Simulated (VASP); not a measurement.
Runs of VASP 6.6.1 on Nb. It takes space group Im-3m (No. 229, cubic). Conventional cell: a = 3.328 Å, b = 3.328 Å, c = 3.328 Å, α = 90.00°, β = 90.00°, γ = 90.00°. Nb (site symmetry m-3m) is surrounded by 8 Nb at 2.88 Å. 

```tsv
task	level	cell	k mesh	cutoff (eV)	optimiser	gap on the mesh (eV)	pressure (GPa)	relaxed volume (Å³/atom)
relaxation of cell and atoms	TPSS	relaxed	11 × 11 × 11	600	-	none	-0.1	17.99
relaxation of the atoms	r2SCAN	atoms relaxed from: cell strained at random at fixed volume	8 × 8 × 8	520	FIRE	none	-3.8	-
relaxation of cell and atoms	r2SCAN	relaxed	11 × 11 × 11	600	-	none	-0.1	(a)
relaxation of cell and atoms	r2SCAN+D4	relaxed	11 × 11 × 11	600	-	none	-0.1	18.02
```

Alike in all rows: potentials or basis VASP PAW PBE potentials, release 64 (Nb_sv); no spin polarisation; smearing methfessel-paxton 0.1 eV.

Problem. Fill in the values left out.

Solution. (a) 18.10.

Caveats: the PAW data sets were made with another functional, which shifts forces and pressure a little; the relaxation stopped at its first step, so nothing moved (some runs); pairwise dispersion overbinds metals, which lowers pressure and volume (some runs).

A k mesh can miss the band edges, and the runs leave out spin-orbit coupling on Nb.

A gap of «none» marks a metal or a gap under the smearing width.
